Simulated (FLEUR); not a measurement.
## TaC: equation of state with Wu-Cohen GGA

Crystal: TaC.

```
CELL_PARAMETERS angstrom
0.00000 2.22300 2.22300
2.22300 0.00000 2.22300
2.22300 2.22300 0.00000
ATOMIC_POSITIONS crystal
Ta 0.00000 0.00000 0.00000
C 0.50000 0.50000 0.50000
```

| Quantity | Value |
| --- | --- |
| Program | FLEUR MaX-R8.1 (later development tree) |
| Task | equation of state |
| Functional | Wu-Cohen GGA |
| Potentials or basis | all-electron |
| Basis | FLAPW |
| Kmax | 5 1/bohr |
| k mesh | 10 × 10 × 10 |
| Occupations | fermi-dirac, width 0.05 eV |
| Spin | no spin polarisation |

The equilibrium volume is 10.98 Å³/atom. The bulk modulus is 339 GPa and the pressure derivative of the bulk modulus is 4.2 (rough: it moves with the points fitted).

Energy against volume, from the lowest point:
| volume (Å³/atom) | energy (meV/atom) |
| --- | --- |
| 10.326 | 45.87 |
| 10.546 | 19.51 |
| 10.985 | 0.00 |
| 11.425 | 17.79 |
| 11.645 | 38.40 |

Spin-orbit coupling is left out, which matters for the levels of Ta.
